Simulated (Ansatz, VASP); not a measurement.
One calculation of HBr, two programs

The input INCAR:

```
PREC = Accurate
ENCUT = 520
EDIFF = 1E-7
ISMEAR = 0
SIGMA = 0.02
LREAL = F
LASPH = T
NELM = 100
ALGO = Normal
ISIF = 2
LWAVE = F
LCHARG = F
GGA = PS
NBANDS = 16
```

KPOINTS

```
regular mesh
0
Gamma
  6 6 8
```

Contents of POSCAR:

```
HBr
1.0
    5.4459128156      0.0000000000      0.0000000000
    0.0000000000      5.4459128156      0.0000000000
    0.0000000000      0.0000000000      3.2921682387
H Br
2 2
Direct
    0.0000000000      0.0000000000      0.0000000000
    0.5000000000      0.5000000000      0.5000000000
    0.0000000000      0.0000000000      0.5000000000
    0.5000000000      0.5000000000      0.0000000000
```

Input for Ansatz:

```yaml
crystal:
  lattice:
    - [5.4459128156, 0.0, 0.0]
    - [0.0, 5.4459128156, 0.0]
    - [0.0, 0.0, 3.2921682387]
  atoms:
    - { symbol: H, position: [0.0, 0.0, 0.0] }
    - { symbol: H, position: [0.5, 0.5, 0.5] }
    - { symbol: Br, position: [0.0, 0.0, 0.5] }
    - { symbol: Br, position: [0.5, 0.5, 0.0] }
basis:
  ecutwfc: 420
kpoints:
  mp_grid: { grid: [6, 6, 8] }
hamiltonian:
  xc: pbesol
scf:
  occupations: { method: gaussian, width: 0.02 }
output:
  forces: true
  stress: true
  eigenvalues: true
  write_density: true
  write_potential: true
  elf: true
  volumetric_format: npy
```

Change from the starting cell: strain along c alone, the other axes held, atoms relaxed: -1.5 %.

Alike in both runs: task single point; functional PBEsol; k mesh 6 × 6 × 8; occupations gaussian, width 0.02 eV; no spin polarisation.

|  | VASP | Ansatz |
| --- | --- | --- |
| version | VASP 6.6.1 | Ansatz 0.2.0 |
| potentials or method | VASP PAW PBE potentials, release 64 (H, Br) | scalar-relativistic, plane waves, PAW |
| plane-wave cutoff (eV) | 520 | 420 |
| valence electrons in the cell | 16 | 16 |

```tsv
	VASP	Ansatz	Ansatz less VASP
gap on the k mesh at the Fermi level (eV)	1.58	1.58	+0.001
least direct gap on the mesh (eV)	1.82	1.82	0.000
pressure (GPa)	1.2	1.2	+0.01
largest component of the traceless stress (GPa)	2.37	2.33	-0.040
```

With one functional, cell and mesh, what is left measures potentials, basis and numerics.

Caveats: the PAW data sets were made with another functional, which shifts forces and pressure a little (VASP). A k mesh can miss the band edges.
